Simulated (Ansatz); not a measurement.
The system is CuO.

```
CELL_PARAMETERS angstrom
0.18960 -2.17229 -2.04314
-2.01972 0.10630 -1.95984
2.38320 2.28584 -4.38944
ATOMIC_POSITIONS crystal
Cu 0.45623 0.53069 0.48541
Cu 0.97428 0.98587 0.02436
O 0.80166 0.74472 0.73928
O 0.26782 0.23873 0.25095
```

The cell comes from a database or a generator and needn't be the stable form of this composition.

The cell isn't the ideal one: all atoms moved at random, sigma 0.1 Å a component, cell strained at random, sigma 0.1.

Base run:

- Program: Ansatz 0.2.0
- Functional: r2SCAN
- Potentials or basis: Ansatz PAW
- Cutoff: 500 eV (not typed: the program's choice for these potentials)
- k mesh: 10 × 10 × 5
- Occupations: fermi-dirac, width 0.05 eV
- Spin: no spin polarisation
- Hubbard terms: Cu d U = 2 eV

Its results: band gap on the k mesh none (metal or under the smearing width); pressure -10.0 GPa; largest force 1.639 eV/Å.

Task: After a change of settings the same cell gave: band gap on the k mesh none (metal or under the smearing width); pressure -7.4 GPa; largest force 1.619 eV/Å. Which change was it?
A. hubbard terms from Cu d U = 2 eV to Cu d U = 3 eV
B. hubbard terms from Cu d U = 2 eV to none; hubbard projectors from ortho-atomic (the default) to none
C. hubbard terms from Cu d U = 2 eV to Cu d U = 6 eV

Result: C.

Caveats: the run has no spin polarisation, though such a crystal can be magnetic; U without spin polarisation on a metal has little footing; the PAW data sets come from PBE, with cores solved anew for the run's functional, which leaves a small shift of forces and pressure; forces of over 1 eV/Å show positions far from the minimum, so gaps and moduli don't describe the material at rest.
